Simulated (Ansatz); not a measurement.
Wanted: the native input for an Ansatz 0.2.0 run.

```yaml
Task: relaxation of cell and atoms
Functional: r2SCAN
Potentials_or_basis: Ansatz PAW
Cutoff: "500 eV (not typed: the program's choice for these potentials)"
k_mesh: 10 × 10 × 10
Occupations: fermi-dirac, width 0.05 eV
Spin: no spin polarisation
Target_pressure_GPa: 0
```

Crystal: Hg.

```
Hg
1.0
    -1.87674    1.87674    1.91684
     1.87674   -1.87674    1.91684
     1.87674    1.87674   -1.91684
Hg
1
Cartesian
  0.0000 0.0000 1.9168
```

One way to write it, as run:

input.yaml

```yaml
crystal:
  lattice:
    - [-1.8767364354, 1.8767364354, 1.916844855]
    - [1.8767364354, -1.8767364354, 1.916844855]
    - [1.8767364354, 1.8767364354, -1.916844855]
  atoms:
    - { symbol: Hg, position: [0.5, 0.5, 0.0] }
hamiltonian:
  xc: r2scan
  pseudopotentials: { kind: paw }
kpoints:
  mp_grid: { grid: [10, 10, 10] }
scf:
  occupations: { method: fermi_dirac, width: 0.05 }
output:
  forces: true
  stress: true
  eigenvalues: true
relax:
  f_tol: 0.01
  max_steps: 40
  cell: { stress_tol: 0.05 }
```

Potentials or basis: Ansatz PAW.

Run with:

```console
$ ansatz run input.yaml --threads 2 --pin off --max-ram 5632MiB --backend cpu --events-out ev --progress --plain --runs-dir out
```

It gave:

```json
{"Relaxed volume": "27.24 Å³/atom", "Relaxed cell": "a = 3.284 Å, b = 3.284 Å, c = 3.284 Å, α = 110.07°, β = 110.07°, γ = 108.29°", "Space group after relaxing (to 0.05 Å)": "I4/mmm (No. 139)", "Energy gained by relaxing": "0.1 meV/atom", "Ionic steps": "4", "Pressure after relaxing": "0.0 GPa", "Band gap on the k mesh": "none (metal or under the smearing width)"}
```

Caveat: the plane-wave basis is chosen anew once the cell has moved, so the energies of steps on either side of that aren't comparable; the PAW data sets come from PBE, with cores solved anew for the run's functional, which leaves a small shift of forces and pressure.

It took 6.1 s on 2 threads of Intel(R) Xeon(R) 6975P-C (Granite Rapids), with other jobs on the host, peak memory 0.44 GiB.
